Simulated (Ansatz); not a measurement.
# Si2Mo: the cost of one run

Method: DFT PBE, scalar-relativistic, plane waves, PAW, in Ansatz 0.2.0.

## Step 1: Starting point

The structure is tetragonal, space group I4/mmm (No. 139). Conventional cell: a = 3.217 Å, b = 3.217 Å, c = 7.873 Å, α = 90.00°, β = 90.00°, γ = 90.00°. Si (site symmetry 4mm) has 5 Si at 2.60 to 2.64 Å and 5 Mo at 2.62 to 2.64 Å as nearest neighbours. Mo (site symmetry 4/mmm) has 10 Si at 2.62 to 2.64 Å as nearest neighbours.

Structure file:

```
Si Mo
1.0
    -1.60842    1.60842    3.93651
     1.60842   -1.60842    3.93651
     1.60842    1.60842   -3.93651
Si Mo
2 1
Direct
  0.33510 0.33510 0.00000
  0.66490 0.66490 0.00000
  0.00000 0.00000 0.00000
```

This cell was relaxed beforehand with the same method: volume 13.58 Å³/atom, gap on the mesh none (metal).

## Step 2: Host supercell without the defect

The input, input.yaml:

```yaml
crystal:
  lattice:
    - [-1.6084236874, 4.8252710621, -3.936509967]
    - [-4.8252710621, -1.6084236874, 3.936509967]
    - [4.8252710621, 1.6084236874, 3.936509967]
  atoms:
    - { symbol: Si, position: [0.0, 0.3350991367, 0.3350991367] }
    - { symbol: Si, position: [0.8, 0.9350991367, 0.5350991367] }
    - { symbol: Si, position: [0.4, 0.1350991367, 0.9350991367] }
    - { symbol: Si, position: [0.6, 0.5350991367, 0.7350991367] }
    - { symbol: Si, position: [0.2, 0.7350991367, 0.1350991367] }
    - { symbol: Si, position: [0.0, 0.6649008633, 0.6649008633] }
    - { symbol: Si, position: [0.8, 0.2649008633, 0.8649008633] }
    - { symbol: Si, position: [0.4, 0.4649008633, 0.2649008633] }
    - { symbol: Si, position: [0.6, 0.8649008633, 0.0649008633] }
    - { symbol: Si, position: [0.2, 0.0649008633, 0.4649008633] }
    - { symbol: Mo, position: [0.2, 0.4, 0.8] }
    - { symbol: Mo, position: [0.0, 0.0, 0.0] }
    - { symbol: Mo, position: [0.6, 0.2, 0.4] }
    - { symbol: Mo, position: [0.8, 0.6, 0.2] }
    - { symbol: Mo, position: [0.4, 0.8, 0.6] }
basis:
  ecutwfc: 420
  xc_grid: 2
kpoints:
  mp_grid: { grid: [1, 1, 1], shift: [0.0, 0.0, 0.0] }
hamiltonian:
  xc: pbe
scf:
  occupations: { method: gaussian, width: 0.1 }
output:
  forces: true
  stress: true
  eigenvalues: true
```

Command:

```sh
$ ansatz run input.yaml --threads 4 --pin off --max-ram 10240MiB --backend cpu --events-out ev --progress --plain --runs-dir out
```

**Question.** How long does this run take on 4 threads of Intel Xeon at 2.70GHz, shared host, and how much memory does it need?

About 1 s, with a peak of 0.39 GiB.
